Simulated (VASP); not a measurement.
Wanted: the native input for a VASP 6.6.1 run.

```yaml
Task: electrostatic potential
Functional: PBE
Potentials_or_basis: VASP PAW PBE potentials, release 64 (Mg, Se)
Cutoff: 520 eV
k_mesh: 8 × 8 × 8
Occupations: gaussian, width 0.02 eV
Spin: non-collinear spin, zero start, spin-orbit coupling
Starting_moments: "[[0.0, 0.0, 0.0], [0.0, 0.0, 0.0]] μB"
Further_INCAR_settings: ALGO = Normal; EDIFF = 1e-07
```

The structure of MgSe lies in POSCAR:

```
MgSe                                    
1.0
    0.0000000000      2.7521758938      2.7521758938
    2.7521758938      0.0000000000      2.7521758938
    2.7521758938      2.7521758938      0.0000000000
  Mg              Se            
     1     1
Direct
     0.0000000000000000    0.0000000000000000    0.0000000000000000
     0.5000000000000000    0.5000000000000000    0.5000000000000000
```

The cell was built by a generator and needn't be a form met in nature.

These files were run (other wordings do the same):

INCAR

```
SYSTEM = MgSe
PREC = Accurate
ENCUT = 520
EDIFF = 1E-7
ISMEAR = 0
SIGMA = 0.02
LREAL = .False.
LASPH = .True.
NELM = 100
ALGO = Normal
ISIF = 2
LWAVE = .False.
LCHARG = .True.
MAGMOM = 0 0 0 0 0 0
LORBIT = 11
LSORBIT = .True.
GGA_COMPAT = .False.
GGA = PE
LVHAR = .True.
KPAR = 4
```

KPOINTS

```
regular mesh
0
Gamma
  8 8 8
  0 0 0
```

Potentials or basis: VASP PAW PBE potentials, release 64 (Mg, Se).

Launch:

```bash
$ cat potpaw_PBE.64/Mg/POTCAR potpaw_PBE.64/Se/POTCAR > POTCAR
$ mpirun -np 4 vasp_ncl > vasp.out
```

It gave:

```json
{
 "Pressure": "0.0 GPa",
 "Net moment": "0.00 μB per cell",
 "Valence electrons inside the program's atomic spheres": "Mg 0.29; Se 3.94"
}
```

It took 16 s on 4 MPI ranks on AMD EPYC 9R45 96-Core Processor (Zen 5), on a shared host, peak memory 0.26 GiB a rank.
